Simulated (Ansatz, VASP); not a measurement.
Two plane-wave programs on NaF

```xyz
2
Lattice="0.5663 2.6382 2.6382 2.6382 0.5663 2.6382 2.6382 2.6382 0.5663" Properties=species:S:1:pos:R:3 pbc="T T T"
Na    0.0000    0.0000    0.0000
F     2.9214    2.9214    2.9214
```

Alike in both runs: task single point; functional LDA; k mesh 4 × 4 × 4; occupations gaussian, width 0.05 eV; no spin polarisation.

|  | VASP | Ansatz |
| --- | --- | --- |
| version | VASP 6.6.1 | Ansatz 0.2.0 |
| potentials or method | VASP PAW LDA potentials, release 64 (Na_pv, F) | scalar-relativistic, plane waves, PAW |
| plane-wave cutoff (eV) | 520 | 420 |
| valence electrons in the cell | 14 | 16 |

Ansatz gave:

| Quantity | Value |
| --- | --- |
| gap on the k mesh at the Fermi level (eV) | 4.45 |
| least direct gap on the mesh (eV) | 4.45 |
| pressure (GPa) | -5.5 |
| largest component of the traceless stress (GPa) | 10.92 |

Task: Estimate VASP's values.

Result: gap on the k mesh at the Fermi level (eV): 4.42; least direct gap on the mesh (eV): 4.42; pressure (GPa): -5.6; largest component of the traceless stress (GPa): 10.92.

The two sets of potentials don't hold the same shells in valence.

Caveats: the k mesh is coarse (spacing up to 0.64 Å⁻¹), so the values aren't converged. As with any semilocal functional, this LDA gap is likely too small.
